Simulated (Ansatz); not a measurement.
A crystal relaxed with r2SCAN in Ansatz has space group I-42d (No. 122) and a = 5.377 Å, c = 10.468 Å.

```csv
atom,site,x,y,z
Zn,4a,0.0000,0.0000,0.0000
Xx,8d,0.2668,0.2500,0.1250
Si,4b,0.5000,0.5000,0.0000
```

The r2SCAN gap is direct at Γ: 1.56 eV. HSE06 gives a direct gap of 1.99 eV at Γ. Meshes: r2SCAN 6×6×6, HSE06 4×4×4.

**Question.** Which element is Xx?
A. P
B. Sb
C. As
D. N

**Answer.** A. Xx is P: ZnSiP2, ordered on the zincblende lattice (I-42d) with 8 atoms a cell. Around Zn lie 4 P at 2.36 Å; around P lie 2 Si at 2.26 Å and 2 Zn at 2.36 Å; around Si lie 4 P at 2.26 Å.

All values are calculated for a non-magnetic cell, which may be hypothetical.

The meshes of the hybrids are coarse, so their gaps aren't converged to the digits shown.
